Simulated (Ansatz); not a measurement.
The first iterations of a band of a periodic cell of 22 atoms, H3C18N (surface graphene monolayer, adsorbate NH3).

All numbers below come from Ansatz 0.2.0, DFT PBE-D3(BJ), scalar-relativistic, plane waves, PAW. Settings: cutoff 420 eV, k mesh 2x2x1, gaussian smearing 0.05 eV, no spin polarisation.

```yaml
movable_images: 6
climbing_image: from the first iteration
spring: 5.0 eV/Å²
optimiser: quadratic models (default)
start_path: default
force_threshold: 0.05 eV/Å
iteration_limit: 13
end_points: relaxed
```

First end point:

```xyz
22
Lattice="7.3980 0.0000 0.0000 -3.6990 6.4069 0.0000 0.0000 0.0000 12.0000" Properties=species:S:1:pos:R:3
C 0.001 0.034 0.719
C 1.242 0.750 0.716
C -1.239 2.183 0.718
C 0.001 2.899 0.719
C -2.457 4.318 0.717
C -1.239 5.021 0.714
C 2.460 0.047 0.710
C 3.700 0.763 0.706
C 1.242 2.182 0.718
C 2.460 2.886 0.716
C 0.001 4.306 0.715
C 1.241 5.022 0.714
C 4.941 0.046 0.710
C 6.159 0.750 0.716
C 3.700 2.170 0.712
C 4.941 2.887 0.716
C 2.460 4.319 0.717
C 3.700 5.034 0.718
N 3.672 0.265 4.007
H 3.705 0.490 5.003
H 4.509 0.680 3.593
H 2.883 0.789 3.624
```

Last end point:

```xyz
22
Lattice="7.3980 0.0000 0.0000 -3.6990 6.4069 0.0000 0.0000 0.0000 12.0000" Properties=species:S:1:pos:R:3
C 0.050 0.046 0.755
C 1.293 0.755 0.839
C -1.179 2.172 0.847
C 0.044 2.884 0.877
C -2.416 4.311 0.791
C -1.183 5.027 0.855
C 2.507 0.034 0.941
C 3.764 0.733 1.413
C 1.256 2.163 0.913
C 2.517 2.905 1.146
C 0.050 4.307 0.898
C 1.287 5.039 0.868
C 5.004 0.034 0.928
C 6.214 0.748 0.826
C 3.783 2.176 1.006
C 4.976 2.876 0.847
C 2.517 4.351 0.843
C 3.749 5.036 0.776
N 3.773 0.581 2.917
H 2.469 2.967 2.272
H 4.556 1.107 3.315
H 2.908 0.953 3.318
```

| iteration | highest image above the first end (eV) | largest band force component (eV/Å) |
| --- | --- | --- |
| 1 | 6.017 | 7.073 |
| 2 | 5.418 | 4.544 |
| 3 | 4.408 | 4.125 |
| 4 | 4.298 | 4.964 |

**Question.** Does the band converge within its limit, and where does its top end?

**Answer.** The run ended unconverged. It ended after 13 iterations with the highest image 3.626 eV above the first end. The band didn't meet its force threshold, so its energies are provisional: the largest band force was still 0.19 eV/Å, and over the last iterations the top stayed at 3.63 eV. Limits of this set-up: coarse k mesh, slab without dipole correction.

Run time: 8.4 min on 1 thread of Intel(R) Xeon(R) Platinum 8488C (Sapphire Rapids) (shared host), peak memory 1.1 GiB.
